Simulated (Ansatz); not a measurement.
HfO2 at a changed volume — ¹⁷⁷Hf nuclear quadrupole resonance

Cell: a COD entry, relaxed with PBE at fixed cell and then changed (volume scaled by 1.06, ions relaxed).

Space group Pbca (No. 61); a = 5.1590, b = 10.2137, c = 5.3301 Å.

```csv
site,Wyckoff,site symmetry,x,y,z
Hf,8c,1,0.7478,0.8840,0.9633
O9,8c,1,0.8814,0.7872,0.6306
O17,8c,1,0.5015,0.9791,0.2613
```

One atom of each set is listed.

The numbers come from a DFT calculation in Ansatz (PBE, plane waves and PAW, scalar-relativistic, 420 eV cutoff, Γ-centred 5×3×5 k-points, Fermi–Dirac smearing 0.02 eV).

¹⁷⁷Hf: I = 7/2, Q = 3365 mb (year-2017 value). Static lattice, zero field.

(1) At which frequencies do the ¹⁷⁷Hf NQR lines lie?

(2) And for ¹⁷⁹Hf (I = 9/2, Q = 3793 mb) on Hf?

## Answers

(1) For I = 7/2 and η = 0 the lines are |C_Q|/14 times 1, 2 and 3; η shifts the lowest up most.

| site | atoms | V_zz (10²¹ V/m²) | C_Q (MHz) | η | line frequencies (MHz) |
| --- | --- | --- | --- | --- | --- |
| Hf | 8 | 11.28 | 918 | 0.07 | 66.9, 130.7, 196.6 |

(2) C_Q scales with Q to 1035 MHz, with lines at 45.2, 85.6, 129.2, 172.4 MHz.

Without spin–orbit coupling the gradients at and beside Hf can be off by some per cent, at some sites by more. At this changed cell the PBE pressure is -7 GPa.

The relaxation (6 steps) took 29 s of wall time (1.8 min of CPU time) and 1.8 GiB at its peak, on 4 threads of AMD EPYC 9R45 (Zen 5) (x86_64; 16 cores open to the job, memory cap 8.0 GiB, no GPU), a shared host with a load of 0.4 a core.
